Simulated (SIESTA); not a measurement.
TiO2 (Anatase) under changes of volume

One of the cells (11.354 Å³/atom); the others are scaled copies at fixed shape and fractional positions:

```
CELL_PARAMETERS angstrom
-1.89210 1.89210 4.75730
1.89210 -1.89210 4.75730
1.89210 1.89210 -4.75730
ATOMIC_POSITIONS crystal
Ti 0.75000 0.25000 0.50000
Ti 0.00000 0.00000 0.00000
O 0.79190 0.79190 0.00000
O 0.54190 0.04190 0.50000
O 0.95810 0.45810 0.50000
O 0.20810 0.20810 0.00000
```

| Quantity | Value |
| --- | --- |
| Program | SIESTA 5.4.2 |
| Functional | RPBE |
| Potentials or basis | PseudoDojo 0.4 standard (PBE files) |
| Basis | DZP (energy shift 0.003 Ry; two zetas on semicore shells) |
| Grid cutoff | 800 Ry |
| Energy shift | 0.003 Ry |
| k mesh | 7 × 7 × 7 |
| Occupations | fermi-dirac, width 0.05 eV |
| Spin | no spin polarisation |

```csv
volume (Å³/atom),energy over the lowest point (meV/atom),pressure (GPa),gap on the mesh (eV),largest force (eV/Å)
10.673,?,?,?,?
10.900,79.23,23.8,2.10,0.531
11.127,49.58,18.1,2.06,0.385
11.354,27.57,13.0,2.02,0.251
11.581,12.23,8.4,1.98,0.125
11.808,3.28,4.3,1.93,0.009
12.035,0.00,0.4,1.89,0.100
```

Task: What does the run at 10.673 Å³/atom give?

Result: Energy over the lowest point 117.28 meV/atom; pressure 30.0 GPa; gap on the mesh 2.14 eV; largest force 0.688 eV/Å.

Worked out: A Birch-Murnaghan fit of order 3 (a polynomial in V^(-2/3)) to the other rows has its minimum at 12.06 Å³/atom, just outside them, with B0 = V·E''(V) = 194 GPa and B' = 3.7 at fixed shape and positions, which overstates the stiffness. It gives 117.05 meV/atom at 10.673 Å³/atom, against the run's 117.28, and -dE/dV = 29.8 GPa, against 30.0. A straight line through the other rows of the gap, of slope -2.13 eV per unit of ln V, extrapolates to 2.15 eV, against the run's 2.14.

Energies are extrapolated to zero smearing.

Caveats: the potentials were made for another functional, which shifts forces and pressure; an odd mesh through Γ misses points on the zone boundary, where band edges often lie; the basis of atomic orbitals isn't converged, which shifts pressures, moduli and gaps.
